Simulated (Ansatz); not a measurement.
**Si$_{2}$W: strain and displacement**

```xyz
3
Lattice="-1.6060 1.6060 3.9400 1.6060 -1.6060 3.9400 1.6060 1.6060 -3.9400" Properties=species:S:1:pos:R:3 pbc="T T T"
Si    0.0000    0.0000    2.6240
Si    0.0000    0.0000    5.2560
W     0.0000    0.0000    0.0000
```

Atoms are numbered in the order listed.

The conventional cell has a = 3.212 Å, b = 3.212 Å, c = 7.880 Å, α = 90.00°, β = 90.00°, γ = 90.00°. Si (atom 1) is surrounded by 5 Si at 2.62 to 2.63 Å and 5 W at 2.62 Å. Around W (atom 3) lie 10 Si at 2.62 Å.

The cell is COD entry 1010283, as deposited and not checked against the literature; nothing was relaxed. It differs from other determinations.

No spin–orbit coupling, which matters for the heavy atoms here.

The calculation used Ansatz 0.2.0, DFT, PBE, all-electron PAW with datasets made for the crystal, scalar-relativistic.

Numerical set-up: a Γ-centred 11×11×14 k mesh, Fermi–Dirac smearing of 0.05 eV, cutoff 320 eV (chosen by the program for this cell), no spin polarisation; this mesh doesn't keep the crystal's whole symmetry, which leaves small spurious terms.

The unchanged cell is at 1.66 GPa.

In a metal, stresses and small energies carry noise from the k mesh.

x, y and z are the Cartesian axes of the cell as listed; fractional coordinates follow a strain, and an engineering shear is twice the off-diagonal strain component.

Task: With this change (equal xy, yz and zx engineering shear strains of -2 %), what becomes of the energy and stress and forces?

Result: Energy change +11 meV/atom; stress change (xx, yy, zz, yz, xz, xy) 0.34, 0.34, 0.32, 4.30, 4.30, 4.29 GPa, compression positive; change of the force on Si1 (-0.036, -0.036, -0.017) eV/Å.

Task: With this change (equal xy, yz and zx engineering shear strains of +1 %), what becomes of the energy and stress?

Result: Energy change +3 meV/atom; stress change (xx, yy, zz, yz, xz, xy) 0.10, 0.10, 0.05, -2.01, -2.01, -2.01 GPa, compression positive.

With equal xy, yz and zx engineering shear strains of +3 %: energy change +22 meV/atom; stress change (xx, yy, zz, yz, xz, xy) 0.76, 0.76, 0.58, -5.70, -5.70, -5.78 GPa, compression positive; change of the force on Si1 (0.014, 0.014, -0.020) eV/Å.

Task: With this change (equal xy, yz and zx engineering shear strains of -3 %), what becomes of the energy and stress and forces?

Result: Energy change +25 meV/atom; stress change (xx, yy, zz, yz, xz, xy) 0.79, 0.79, 0.73, 6.56, 6.56, 6.58 GPa, compression positive; change of the force on Si2 (0.062, 0.062, 0.035) eV/Å.

Task: With this change (equal xy, yz and zx engineering shear strains of -1 %), what becomes of the energy and stress and forces?

Result: Energy change +3 meV/atom; stress change (xx, yy, zz, yz, xz, xy) 0.08, 0.08, 0.08, 2.11, 2.11, 2.10 GPa, compression positive; change of the force on Si1 (-0.015, -0.015, -0.006) eV/Å.

With equal xy, yz and zx engineering shear strains of +2 %: energy change +10 meV/atom; stress change (xx, yy, zz, yz, xz, xy) 0.35, 0.35, 0.24, -3.92, -3.92, -3.94 GPa, compression positive; change of the force on Si1 (0.014, 0.014, -0.006) eV/Å.
